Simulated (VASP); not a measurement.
Wanted: the native input for a VASP 6.6.1 run.

- Task: Berry-phase polarisation
- Functional: PBE
- Potentials or basis: VASP PAW PBE potentials, release 64 (Pt, S)
- Cutoff: 520 eV
- k mesh: 9 × 9 × 5
- Occupations: gaussian, width 0.02 eV
- Spin: no spin polarisation
- Further INCAR settings: ALGO = Fast; EDIFF = 1e-06

The structure of PtS2 lies in POSCAR:

```
PtS2
1.0
    3.5432000000      0.0000000000      0.0000000000
   -1.7716000000      3.0685012107      0.0000000000
    0.0000000000      0.0000000000      5.0388000000
Pt S
1 2
Direct
    0.0000000000      0.0000000000      0.0000000000
    0.6666666667      0.3333333333      0.7730000000
    0.3333333333      0.6666666667      0.2270000000
```

The input as run:

INCAR

```
SYSTEM = PtS2
PREC = Accurate
ENCUT = 520
EDIFF = 1E-6
ISMEAR = 0
SIGMA = 0.02
LREAL = .FALSE.
LASPH = .TRUE.
NELM = 100
ALGO = Fast
ISIF = 2
LWAVE = .FALSE.
LCHARG = .FALSE.
GGA = PE
LCALCPOL = .TRUE.
```

KPOINTS

```
regular mesh
0
G
  9 9 5
  0 0 0
```

Potentials or basis: VASP PAW PBE potentials, release 64 (Pt, S).

The run is started by

```bash
$ cat potpaw_PBE.64/Pt/POTCAR potpaw_PBE.64/S/POTCAR > POTCAR
$ mpirun -np 1 vasp_std > vasp.out
```

Run time: 71 s on 1 thread of Intel(R) Xeon(R) Platinum 8488C (Sapphire Rapids), with other jobs on the host, peak memory 0.23 GiB.
